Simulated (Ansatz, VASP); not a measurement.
**Two plane-wave programs on Si**

```xyz
2
Lattice="0.0000 2.7155 2.6612 2.7155 0.0000 2.6612 2.7155 2.7155 0.0000" Properties=species:S:1:pos:R:3 pbc="T T T"
Si    2.7155    2.7155    2.6612
Si    4.0732    4.0732    3.9917
```

Change from the starting cell: zz strain of -2 %, PAW files.

Alike in both runs: task electric field gradients; functional LDA; k mesh 11 × 11 × 11; occupations fermi-dirac, width 0.08 eV; no spin polarisation.

|  | VASP | Ansatz |
| --- | --- | --- |
| version | VASP 6.6.1 | Ansatz 0.2.0 |
| potentials or method | VASP PAW LDA potentials, release 64 (Si) | PAW with Ansatz's default frozen-core files, scalar-relativistic |
| plane-wave cutoff (eV) | 520 | 420 |
| valence electrons in the cell | 8 | 8 |

```csv
,VASP,Ansatz,Ansatz less VASP
pressure (GPa),0.4,0.4,-0.05
largest component of the traceless stress (GPa),1.23,1.23,-0.001
Vzz of the field gradient on the site that differs most (V/Å²),0.2,0.3,+0.03
```
